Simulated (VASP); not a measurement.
# CdSe (F-43m) in VASP: further runs, part 2 of 2

VASP 6.6.1. Earlier steps stand in the parts before.

**5. Relaxation of cell and atoms, PBEsol**

The input, INCAR:

```
  ALGO = Normal
  EDIFF = 1E-7
  EDIFFG = -0.005
  ENCUT = 600
  GGA = PS
  IBRION = 2
  ISIF = 3
  ISMEAR = -1
  LASPH = T
  LCHARG = F
  LREAL = F
  LWAVE = F
  NELM = 100
  NSW = 80
  PREC = Accurate
  SIGMA = 0.02
```

The input, KPOINTS:

```
k-points
0
Gamma
  6 6 6
```

The input, POSCAR:

```
CdSe
1.0
    0.0000000000      3.0986163506      3.0986163506
    3.0986163506      0.0000000000      3.0986163506
    3.0986163506      3.0986163506      0.0000000000
Cd Se
1 1
Direct
    0.0000000000      0.0000000000      0.0000000000
    0.7500000000      0.7500000000      0.7500000000
```

Potentials or basis: VASP PAW PBE potentials, release 64 (Cd, Se).

Launch:

```console
$ cat potpaw_PBE.64/Cd/POTCAR potpaw_PBE.64/Se/POTCAR > POTCAR
$ mpirun -np 1 vasp_std > vasp.out
```

OUTCAR:

```text
EDIFF = 1E-7
   EDIFFG = -0.005
   ENCUT = 600
   GGA = PS
   IBRION = 2
   ISIF = 3
   ISMEAR = -1
   LASPH = T
   LREAL = F
   NELM = 100
   NSW = 80
   PREC = Accurate

 ion  position               nearest neighbor table
   1  0.000  0.000  0.000-   2 2.68   2 2.68   2 2.68   2 2.68
   2  0.750  0.750  0.750-   1 2.68   1 2.68   1 2.68   1 2.68

  LATTYP: Found a face centered cubic cell.
 ALAT       =     6.1972327012

  Lattice vectors:

 A1 = (   0.0000000000,   3.0986163506,   3.0986163506)
 A2 = (   3.0986163506,   0.0000000000,   3.0986163506)
 A3 = (   3.0986163506,   3.0986163506,   0.0000000000)

Analysis of symmetry for initial positions (statically):
=====================================================================
 Subroutine PRICEL returns:
 Original cell was already a primitive cell.

 Routine SETGRP: Setting up the symmetry group for a
 face centered cubic supercell.

 Subroutine GETGRP returns: Found 24 space group operations
 (whereof 24 operations were pure point group operations)
 out of a pool of 48 trial point group operations.

The static configuration has the point symmetry T_d .

Analysis of symmetry for dynamics (positions and initial velocities):
=====================================================================
 Subroutine PRICEL returns:
 Original cell was already a primitive cell.

 Routine SETGRP: Setting up the symmetry group for a
 face centered cubic supercell.

 Subroutine GETGRP returns: Found 24 space group operations
 (whereof 24 operations were pure point group operations)
 out of a pool of 48 trial point group operations.

The dynamic configuration has the point symmetry T_d .

 Subroutine INISYM returns: Found 24 space group operations
 (whereof 24 operations are pure point group operations),
 and found     1 'primitive' translations

----------------------------------------------------------------------------------------

                                     Primitive cell

  volume of cell :      59.5023

  direct lattice vectors                    reciprocal lattice vectors
     0.000000000  3.098616351  3.098616351    -0.161362345  0.161362345  0.161362345
     3.098616351  0.000000000  3.098616351     0.161362345 -0.161362345  0.161362345
     3.098616351  3.098616351  0.000000000     0.161362345  0.161362345 -0.161362345

  length of vectors
     4.382105268  4.382105268  4.382105268     0.279487780  0.279487780  0.279487780

  position of ions in fractional coordinates (direct lattice)
     0.000000000  0.000000000  0.000000000
     0.750000000  0.750000000  0.750000000

  ion indices of the primitive-cell ions
   primitive index   ion index
                 1           1
                 2           2

----------------------------------------------------------------------------------------

 KPOINTS: k-points

Automatic generation of k-mesh.
 Grid dimensions read from file:
 generate k-points for:    6    6    6

 Generating k-lattice:

  Cartesian coordinates                     Fractional coordinates (reciprocal lattice)
    -0.026893724  0.026893724  0.026893724     0.166666667  0.000000000  0.000000000
     0.026893724 -0.026893724  0.026893724     0.000000000  0.166666667  0.000000000
     0.026893724  0.026893724 -0.026893724     0.000000000  0.000000000  0.166666667

  Length of vectors
     0.046581297  0.046581297  0.046581297

  Shift w.r.t. Gamma in fractional coordinates (k-lattice)
     0.000000000  0.000000000  0.000000000

 Subroutine IBZKPT returns following result:
 ===========================================

 Found     16 irreducible k-points:

 Following reciprocal coordinates:
            Coordinates               Weight
  0.000000  0.000000  0.000000      1.000000
  0.166667  0.000000  0.000000      8.000000
  0.333333  0.000000  0.000000      8.000000
  0.500000  0.000000  0.000000      4.000000
  0.166667  0.166667  0.000000      6.000000
  0.333333  0.166667  0.000000     24.000000
[... 8 lines left out ...]
 -0.333333  0.333333  0.166667     24.000000
 -0.333333  0.500000  0.166667     12.000000
   k-points           NKPTS =     16   k-points in BZ     NKDIM =     16   number of bands    NBANDS=     13
   number of dos      NEDOS =    301   number of ions     NIONS =      2
   total plane-waves  NPLWV =  46656
   dimension x,y,z NGX =    36 NGY =   36 NGZ =   36
   dimension x,y,z NGXF=    72 NGYF=   72 NGZF=   72
   ions per type =               1   1
   NGX,Y,Z   is equivalent  to a cutoff of  13.66, 13.66, 13.66 a.u.
   NGXF,Y,Z  is equivalent  to a cutoff of  27.31, 27.31, 27.31 a.u.
 SYSTEM =  unknown system
   PREC   = accura    normal or accurate (medium, high low for compatibility)
   ISTART =      0    job   : 0-new  1-cont  2-samecut
   ICHARG =      2    charge: 1-file 2-atom 10-const
   ISPIN  =      1    spin polarized calculation?
   LNONCOLLINEAR =      F non collinear calculations
   LSORBIT =      F    spin-orbit coupling
   LASPH  =      T    aspherical Exc in radial PAW
   ENCUT  =  600.0 eV  44.10 Ry    6.64 a.u.   8.75  8.75  8.75*2*pi/ulx,y,z
   NELM   =    100;   NELMIN=  2; NELMDL= -5     # of ELM steps
   EDIFF  = 0.1E-06   stopping-criterion for ELM
   LREAL  =      F    real-space projection
   EDIFFG = -.5E-02   stopping-criterion for IOM
   NSW    =     80    number of steps for IOM
   IBRION =      2    ionic relax: 0-MD 1-quasi-New 2-CG
   NFREE  =      1    steps in history (QN), initial steepest desc. (CG)
   ISIF   =      3    stress and relaxation
   ISYM   =      2    0-nonsym 1-usesym 2-fastsym
   POTIM  = 0.5000    time-step for ionic-motion
   TEBEG  =    0.0;   TEEND  =   0.0 temperature during run
   PSTRESS=    0.0 pullay stress
   NELECT =      18.0000    total number of electrons
   NUPDOWN=      -1.0000    fix difference up-down
   EMIN   =  10.00;   EMAX   =-10.00  energy-range for DOS
   EFERMI =   0.00;   METHOD = LEGACY
   ISMEAR =    -1;   SIGMA  =   0.02  broadening in eV -4-tet -1-fermi 0-gaus
   EFERMI_NEDOS =   21; number of points for ismear=-14 and -15
   IALGO  =     38    algorithm
   IMIX   =      4    mixing-type and parameters
     AMIX     =   0.40;   BMIX     =  1.00
     AMIX_MAG =   1.60;   BMIX_MAG =  1.00
  volume/ion in A,a.u.               =      29.75       200.77
  Fermi-wavevector in a.u.,A,eV,Ry     =   1.098975  2.076762 16.432386  1.207746
  Thomas-Fermi vector in A             =   2.235362
   LORBIT       =      0    0 simple, 1 ext, 2 COOP (PROOUT), +10 PAW based schemes
   GGA     = PS    functional components
   LHFCALC =     F    Hartree Fock is set to
   AEXX    =    0.0000 exact exchange contribution
   IVDW    =     0    specifies the selected vdW correction
   LEPSILON=     F    determine dielectric tensor
   LRPA    =     F    only Hartree local field effects (RPA)
 conjugate gradient relaxation of ions
 non-spin polarized calculation
  energy-cutoff  :      600.00
  volume of cell :       59.50
 maximum number of plane-waves:      2012
   NGX = 17   NGY = 17   NGZ = 17

--------------------------------------- Ionic step        1  -------------------------------------------

 number of electron      18.0000000 magnetization

 Free energy of the ion-electron system (eV)
  ---------------------------------------------------
  ext. energy  EPLUGINS =         0.00000000
  ---------------------------------------------------
  free energy    TOTEN  =        -6.15116491 eV

  energy without entropy =       -6.15116427  energy(sigma->0) =       -6.15116459

------------------------ aborting loop because EDIFF is reached ----------------------------------------

  FORCE on cell =-STRESS in cart. coord.  units (eV):
  Direction    XX          YY          ZZ          XY          YZ          ZX
  --------------------------------------------------------------------------------------
  -------------------------------------------------------------------------------------
  Total       -0.8711203     -0.8711203     -0.8711203      0.0000000      0.0000000     -0.0000000
  in kB      -23.4560739    -23.4560739    -23.4560739      0.0000000      0.0000000     -0.0000000
  external PRESSURE =     -23.4560739 kB  Pullay stress =       0.0000000 kB
[... 57 lines left out ...]
  energy  without entropy=       -6.1722055112  energy(sigma->0) =       -6.17220553

--------------------------------------- Ionic step        3  -------------------------------------------

 number of electron      17.9999998 magnetization

 Free energy of the ion-electron system (eV)
  ---------------------------------------------------
  ext. energy  EPLUGINS =         0.00000000
  ---------------------------------------------------
  free energy    TOTEN  =        -6.17378608 eV

  energy without entropy =       -6.17378601  energy(sigma->0) =       -6.17378605

 E-fermi :   1.0194     XC(G=0):  -9.0732

 val. band max:        0.7734477637   @ k =   0.0000   0.0000   0.0000
 cond. band min:       1.2434389790   @ k =   0.0000   0.0000   0.0000
 fundamental gap:      0.4699912153
 Fermi energy:         1.0194302608

 k-point     1 :       0.0000    0.0000    0.0000
  band No.  band energies     occupation
      1     -11.8197      2.00000
      2      -7.1260      2.00000
      3      -7.1260      2.00000
      4      -7.1260      2.00000
      5      -6.7509      2.00000
      6      -6.7509      2.00000
      7       0.7734      1.99999
      8       0.7734      1.99999
      9       0.7734      1.99999
     10       1.2434      0.00003
     11       6.6251      0.00000
     12       6.6251      0.00000
     13       6.6251      0.00000
[... 267 lines left out ...]
  FREE ENERGIE OF THE ION-ELECTRON SYSTEM (eV)
  ---------------------------------------------------
  free  energy   TOTEN  =        -6.1737860784 eV

  energy  without entropy=       -6.1737860138  energy(sigma->0) =       -6.17378605

 reached required accuracy - stopping structural energy minimisation
```

CONTCAR:

```text
CdSe
   1.00000000000000
     0.0000000000000000    3.0466163449877226    3.0466163449877226
     3.0466163449877226    0.0000000000000000    3.0466163449877226
     3.0466163449877226    3.0466163449877226    0.0000000000000000
  Cd              Se
     1     1
Direct
     0.0000000000000000    0.0000000000000000    0.0000000000000000
     0.7500000000000000    0.7500000000000000    0.7500000000000000

  0.00000000E+00  0.00000000E+00  0.00000000E+00
  0.00000000E+00  0.00000000E+00  0.00000000E+00
```

It took 36 s on 1 thread of Intel Xeon Platinum 8259CL at 2.50GHz (Skylake/Cascade Lake), shared host; peak memory 0.22 GiB.

What came out:

* Free energy: -6.1738 eV
* Relaxed volume: 28.28 Å³/atom
* Relaxed cell: a = 4.309 Å, b = 4.309 Å, c = 4.309 Å, α = 60.00°, β = 60.00°, γ = 60.00°
* Space group after relaxing (to 0.05 Å): F-43m (No. 216)
* Energy gained by relaxing: 11.3 meV/atom
* Ionic steps: 3
* Pressure after relaxing: 0.0 GPa
* Band gap on the k mesh: 0.47 eV, direct

The path:
| step | energy change (eV) | largest force (eV/Å) | pressure (GPa) | volume (Å³) |
| --- | --- | --- | --- | --- |
| 1 | 0.0000 | 0.0000 | -2.35 | 59.50 |
| 2 | -0.0210 | 0.0000 | 0.70 | 55.83 |
| 3 | -0.0226 | 0.0000 | 0.00 | 56.56 |

Final structure:
```
CELL_PARAMETERS angstrom
0.00000 3.04662 3.04662
3.04662 0.00000 3.04662
3.04662 3.04662 0.00000
ATOMIC_POSITIONS crystal
Cd 0.00000 0.00000 0.00000
Se 0.75000 0.75000 0.75000
```

Caveat: the PAW data sets were made with another functional, which shifts forces and pressure a little. Expect the measured gap to be larger: semilocal functionals such as PBEsol lack the derivative discontinuity.

**6. Summary**

```csv
task,level,cell,cutoff (eV),gap on the mesh (eV),pressure (GPa),relaxed volume (Å³/atom)
single point,PBE,"F-43m, 29.75 Å³/atom",520,0.49,0.2,-
relaxation of cell and atoms,PBE,relaxed,600,0.48,0.0,29.88
single point,PBEsol,"F-43m, 28.13 Å³/atom",520,0.48,0.3,-
relaxation of cell and atoms,PBEsol,relaxed,600,0.47,0.0,28.28
```

Alike in all rows: potentials or basis VASP PAW PBE potentials, release 64 (Cd, Se); no spin polarisation; k mesh 6 × 6 × 6; smearing fermi-dirac 0.02 eV.

Caveats: the PAW data sets were made with another functional, which shifts forces and pressure a little (some runs).

Total energies depend on the potentials used, so only differences within one code and one set of settings carry meaning.
